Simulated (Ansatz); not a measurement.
Ansatz input file:

```yaml
crystal:
  lattice:
    - [5.9245786119, 0.0, 0.0]
    - [0.0, 5.9509961192, 0.0]
    - [0.0, 0.0, 3.2280259893]
  atoms:
    - { symbol: In, position: [0.0, 0.0, 0.0111783626] }
    - { symbol: In, position: [0.5, 0.5, 0.9888216374] }
    - { symbol: Sb, position: [0.0, 0.5, 0.2604162748] }
    - { symbol: Sb, position: [0.5, 0.0, 0.7395837252] }
basis:
  ecutwfc: 420
kpoints:
  mp_grid: { grid: [8, 8, 14] }
  band_path:
    path:
      - [[0.0, 0.0, 0.0], [0.5, 0.0, 0.0], [0.5, 0.5, 0.0], [0.0, 0.5, 0.0], [0.0, 0.0, 0.0], [0.0, 0.0, 0.5], [0.5, 0.0, 0.5], [0.5, 0.5, 0.5], [0.0, 0.5, 0.5], [0.0, 0.0, 0.5]]
      - [[0.5, 0.0, 0.0], [0.5, 0.0, 0.5]]
      - [[0.0, 0.5, 0.0], [0.0, 0.5, 0.5]]
      - [[0.5, 0.5, 0.0], [0.5, 0.5, 0.5]]
    npoints: 10
hamiltonian:
  xc: pbe
scf:
  occupations: { method: gaussian, width: 0.1 }
output:
  forces: true
  stress: true
  eigenvalues: true
  populations: true
  dos: { projected: true, de: 0.02 }
  bader: false
  write_density: true
  write_potential: true
  elf: true
  volumetric_format: npy
magnetization:
  noncollinear: true
  spin_orbit: true
```

Command:
```bash
ansatz run input.yaml --threads 1 --pin off --max-ram 2560MiB --backend cpu --events-out ev --progress --plain --runs-dir out
```

All numbers below come from DFT PBE, spin-orbit coupling, plane waves, PAW in Ansatz.

From the run's log, abridged:

```
Pseudopotentials: kind: paw_fr
Pseudopotential: In, paw_fr, valence charge 13, recommended cutoff 420 eV (normal)#standard-fr
Pseudopotential: Sb, paw_fr, valence charge 15, recommended cutoff 420 eV (normal)#standard-fr
Functional definition: PBE
non-collinear run that drives no moment, with spin-orbit: no starting moment large enough to seed its density (crystal.atoms[].spin), no starting occupations that ask for one, no magnetisation constraint and no magnetic field, so the semilocal B_xc is pinned to zero
Crystal: 4 atoms, lattice volume = 113.811 Å³
Basis set: ecut = 420 eV, 2219 PW (Γ), exchange–correlation on 80×80×48 points (8 copies of the dense FFT grid, shifted against one another)
Bands: 68, of which v1, the nominal top of the filled ones, is band 56 counted from 1 (55 counted from 0)
Symmetry: 8 space group operations + 8 with time reversal
Magnetic group: BNS 59.406 (UNI 504), of the structure as read, at distance tolerance 4.8e-5 Å
k-points: 200 of 896
Projection manifold: j_resolved (fully-relativistic pseudo-atomic orbitals)
Initial density: superposition of atomic densities (chi_scale 0.1, normalization cell, long waves kept (reshape's long-wave potential 0.00 eV rms))
Initial wavefunctions: pseudopotential atomic-orbital guess
Functional: x = pbe(κ = 0.804, μ = 0.21951497), c = pbe(β = 0.06672455)
SCF iter   1: F=—  HF=-24173.397312 eV  |F-HF|=—  |Δ(HF+E_count)|=         —  Δρ=1.66e-2  dr2=3.53e-1  dr2_m=0.00e0 (ungated) ethr=3.10e-3  |M|=0.00e0 ∫|m|=0.00e0 μB  |m|>n=0.0e0 m-floor=0.0e0 τ_xc=0.0e0  β_m=0.30  ⟨swp⟩=7.3  Hψ=32377  notcnv=0  defer=26
spin=Noncollinear: Kerker preconditioning applied to the charge; magnetization (m_x, m_y, m_z) channels mix plain (no charge-response kernel on spin).
SCF iter   2: F=—  HF=-24173.353378 eV  |F-HF|=—  |Δ(HF+E_count)|=   4.39e-2  Δρ=1.25e-2  dr2=2.05e-1  dr2_m=0.00e0 (ungated) ethr=6.31e-4  |M|=0.00e0 ∫|m|=0.00e0 μB  |m|>n=0.0e0 m-floor=0.0e0 τ_xc=0.0e0  β_m=0.65  ⟨swp⟩=1.3  Hψ=8101  notcnv=0  defer=158
SCF iter   3: F=—  HF=-24173.309277 eV  |F-HF|=—  |Δ(HF+E_count)|=   4.41e-2  Δρ=2.31e-3  dr2=4.29e-3  dr2_m=0.00e0 (ungated) ethr=3.66e-4  |M|=0.00e0 ∫|m|=0.00e0 μB  |m|>n=0.0e0 m-floor=0.0e0 τ_xc=0.0e0  β_m=0.77  ⟨swp⟩=2.0  Hψ=12586  notcnv=0  defer=158
SCF iter   4: F=—  HF=-24173.309046 eV  |F-HF|=—  |Δ(HF+E_count)|=   2.30e-4  Δρ=6.53e-4  dr2=4.22e-4  dr2_m=0.00e0 (ungated) ethr=7.66e-6  |M|=0.00e0 ∫|m|=0.00e0 μB  |m|>n=0.0e0 m-floor=0.0e0 τ_xc=0.0e0  β_m=0.73  ⟨swp⟩=2.0  Hψ=11442  notcnv=0  defer=158
SCF iter   5: F=—  HF=-24173.309036 eV  |F-HF|=—  |Δ(HF+E_count)|=   1.08e-5  Δρ=2.57e-4  dr2=7.68e-5  dr2_m=0.00e0 (ungated) ethr=7.54e-7  |M|=0.00e0 ∫|m|=0.00e0 μB  |m|>n=0.0e0 m-floor=0.0e0 τ_xc=0.0e0  β_m=0.86  ⟨swp⟩=2.4  Hψ=11875  notcnv=0  defer=158
SCF iter   6: F=—  HF=-24173.309048 eV  |F-HF|=—  |Δ(HF+E_count)|=   1.22e-5  Δρ=6.27e-5  dr2=5.27e-6  dr2_m=0.00e0 (ungated) ethr=1.37e-7  |M|=0.00e0 ∫|m|=0.00e0 μB  |m|>n=0.0e0 m-floor=0.0e0 τ_xc=0.0e0  β_m=0.93  ⟨swp⟩=2.0  Hψ=10047  notcnv=0  defer=422
SCF iter   7: F=—  HF=-24173.309048 eV  |F-HF|=—  |Δ(HF+E_count)|=   2.73e-7  Δρ=1.61e-5  dr2=4.11e-7  dr2_m=0.00e0 (ungated) ethr=9.41e-9  |M|=0.00e0 ∫|m|=0.00e0 μB  |m|>n=0.0e0 m-floor=0.0e0 τ_xc=0.0e0  β_m=0.97  ⟨swp⟩=3.0  Hψ=11963  notcnv=0  defer=438
SCF iter   8: F=-24173.309048 eV  HF=-24173.309048 eV  |F-HF|=6.66e-9  |Δ(HF+E_count)|=   1.50e-8  Δρ=4.05e-6  dr2=2.84e-8  dr2_m=0.00e0 (ungated) ethr=1.79e-10  |M|=0.00e0 ∫|m|=0.00e0 μB  |m|>n=0.0e0 m-floor=0.0e0 τ_xc=0.0e0  ⟨swp⟩=14.2  Hψ=52533  notcnv=0
SCF 1 converged in 8 iterations: F = -24173.309048 eV  dr2 = 2.84e-8
SCF converged after 8 iterations
Magnetization: |M| = 0.0000 μB, M = (+0.0000, +0.0000, +0.0000) μB
Absolute magnetization: 0.0000 μB (∫|m|)
  site 0: m = (+0.0000, +0.0000, +0.0000) μB, |m| = 0.0000 μB  (R = 1.27 Å)
  site 1: m = (+0.0000, +0.0000, +0.0000) μB, |m| = 0.0000 μB  (R = 1.27 Å)
  site 2: m = (+0.0000, +0.0000, +0.0000) μB, |m| = 0.0000 μB  (R = 1.27 Å)
  site 3: m = (+0.0000, +0.0000, +0.0000) μB, |m| = 0.0000 μB  (R = 1.27 Å)
Free energy (F): -24173.309048 eV
Harris-Foulkes:  -24173.309048 eV  (|F-HF|=6.66e-9)
Internal energy: -24173.299946 eV  (E = F + TS)
E sigma→0 (E₀):  -24173.304497 eV
Entropy (-TS):   -0.009102 eV (-2.276 meV/atom)
Fermi energy:    9.752011 eV
--- Per-component energies (eV) ---
  E_band       = -392.498428
  E_kinetic    = 896.184162
  E_local      = -5341.996204  (includes V_loc(G=0)·N_el)
  E_nonlocal   = 1457.895801
  E_hartree    = 2288.217008
  E_xc         = -708.231157
  E_vxc        = -391.397063  (∫ρ·V_xc dr)
  E_paw        = -17465.999921  (= ΣΔE_a)
  E_vpaw       = -1589.609866  (= ΣTr[D̂ρ^β])
  E_aug_tail   = 0.000049  (compensation charges beyond the density's cutoff)
  E_ewald      = -5299.369683
  E_smearing   = -0.009102  (= −TS)
--- Forces (eV/Å), atoms counted from 1 ---
  atom   1  In     0.00000000     0.00000000     0.00167822
  atom   2  In     0.00000000     0.00000000    -0.00167822
  atom   3  Sb     0.00000000     0.00000000    -0.00094897
  atom   4  Sb     0.00000000     0.00000000     0.00094897
--- Stress (GPa, compression-positive) ---
        0.026106       0.000000       0.000000
        0.000000       0.020854       0.000000
        0.000000       0.000000       0.095538
  P = ⅓ Tr σ = 0.0475 GPa (0.475 kbar)
--- Band table (eV; the first three rows and the last of 200) ---
  k-point 0: bands = ["-19.8411", "-19.8411", "-19.8405", "-19.8405", "-19.7965", "-19.7965", "-19.7951", "-19.7951", "-18.6168", "-18.6168", "-18.6162", "-18.6162", "-18.5630", "-18.5630", "-18.5624", "-18.5624", "-18.5533", "-18.5533", "-18.5507", "-18.5507", "-5.3214", "-5.3214", "-5.3070", "-5.3070", "-5.2626", "-5.2626", "-5.2331", "-5.2331", "-4.4763", "-4.4763", "-4.4662", "-4.4662", "-4.4415", "-4.4415", "-4.3981", "-4.3981", "-4.3155", "-4.3155", "-4.3132", "-4.3132", "-1.4410", "-1.4410", "0.5055", "0.5055", "4.4044", "4.4044", "5.1799", "5.1799", "5.3015", "5.3015", "6.4050", "6.4050", "7.5542", "7.5542", "7.9782", "7.9782", "13.0626", "13.0626", "13.4036", "13.4036", "14.3096", " ...
  k-point 1: bands = ["-19.8398", "-19.8398", "-19.8392", "-19.8392", "-19.7967", "-19.7967", "-19.7954", "-19.7954", "-18.6143", "-18.6143", "-18.6137", "-18.6137", "-18.5643", "-18.5643", "-18.5637", "-18.5637", "-18.5532", "-18.5532", "-18.5507", "-18.5507", "-5.3139", "-5.3139", "-5.2999", "-5.2999", "-5.2621", "-5.2621", "-5.2335", "-5.2335", "-4.4732", "-4.4732", "-4.4623", "-4.4623", "-4.4404", "-4.4404", "-4.3970", "-4.3970", "-4.3222", "-4.3222", "-4.3193", "-4.3193", "-1.3682", "-1.3682", "0.5653", "0.5653", "4.4757", "4.4757", "5.2572", "5.2572", "5.3800", "5.3800", "6.4631", "6.4631", "7.6220", "7.6220", "8.0490", "8.0490", "12.3378", "12.3378", "13.1257", "13.1257", "13.6152", " ...
  k-point 2: bands = ["-19.8362", "-19.8362", "-19.8356", "-19.8356", "-19.7972", "-19.7972", "-19.7959", "-19.7959", "-18.6071", "-18.6071", "-18.6066", "-18.6066", "-18.5680", "-18.5680", "-18.5673", "-18.5673", "-18.5526", "-18.5526", "-18.5504", "-18.5504", "-5.2952", "-5.2952", "-5.2822", "-5.2822", "-5.2607", "-5.2607", "-5.2349", "-5.2349", "-4.4625", "-4.4625", "-4.4486", "-4.4486", "-4.4383", "-4.4383", "-4.3940", "-4.3940", "-4.3407", "-4.3407", "-4.3354", "-4.3354", "-1.1505", "-1.1505", "0.7426", "0.7426", "4.6911", "4.6911", "5.4859", "5.4859", "5.6128", "5.6128", "6.6313", "6.6313", "7.8176", "7.8176", "8.2550", "8.2550", "10.6903", "10.6903", "12.1895", "12.1895", "13.3152", " ...
  k-point 199: bands = ["-19.8176", "-19.8176", "-19.8176", "-19.8176", "-19.7997", "-19.7997", "-19.7997", "-19.7997", "-18.5894", "-18.5894", "-18.5894", "-18.5894", "-18.5620", "-18.5620", "-18.5620", "-18.5620", "-18.5486", "-18.5486", "-18.5486", "-18.5486", "-5.2496", "-5.2496", "-5.2496", "-5.2496", "-5.2444", "-5.2444", "-5.2444", "-5.2444", "-4.4567", "-4.4567", "-4.4567", "-4.4567", "-4.3759", "-4.3759", "-4.3759", "-4.3759", "-4.3048", "-4.3048", "-4.3048", "-4.3048", "1.9045", "1.9045", "1.9045", "1.9045", "5.5736", "5.5736", "5.5736", "5.5736", "5.8455", "5.8455", "5.8455", "5.8455", "7.0147", "7.0147", "7.0147", "7.0147", "12.5329", "12.5329", "12.5329", "12.5329", "12.9442", " ...
--- Löwdin populations: 4 sites ---
  site symbol q [e]
     0     In     13.1039
     1     In     13.1039
     2     Sb     14.8495
     3     Sb     14.8495
  spilling = 0.001664 (of n_electrons = 56.000000)
```

The calculation finished and met its thresholds.

Time: 3.9 min on 1 thread of Intel(R) Xeon(R) 6975P-C (Granite Rapids), on a shared host, peak memory 2.1 GiB.